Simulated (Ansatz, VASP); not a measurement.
## One calculation of Hg, two programs

```xyz
1
Lattice="2.9208 0.0000 0.0000 0.0000 2.9208 0.0000 0.0000 0.0000 2.9208" Properties=species:S:1:pos:R:3 pbc="T T T"
Hg    0.0000    0.0000    0.0000
```

The cell was built by a generator and needn't be a form met in nature.

Alike in both runs: task relaxation of cell and atoms; functional PBE; k mesh 11 × 11 × 11; occupations fermi-dirac, width 0.1 eV; no spin polarisation.

|  | VASP | Ansatz |
| --- | --- | --- |
| version | VASP 6.6.1 | Ansatz 0.2.0 |
| potentials or method | VASP PAW PBE potentials, release 64 (Hg) | plane waves (420 eV) with PAW, scalar-relativistic |
| plane-wave cutoff (eV) | 600 | 420 |
| valence electrons in the cell | 12 | 20 |

Ansatz gave:

* relaxed volume (Å³/atom): 29.63
* relaxed cell length with the largest relative difference (Å): 3.094
* energy change over the relaxation (meV/atom): -65

Question: What did VASP give for the same quantities?

Answer: Relaxed volume (Å³/atom): 30.14; relaxed cell length with the largest relative difference (Å): 3.112; energy change over the relaxation (meV/atom): -74.

The two sets of potentials don't hold the same shells in valence.

Caveats: the volume moved by over 15 % at a fixed basis, so the end points are rough (VASP). Spin-orbit coupling is left out, which matters for the levels of Hg.
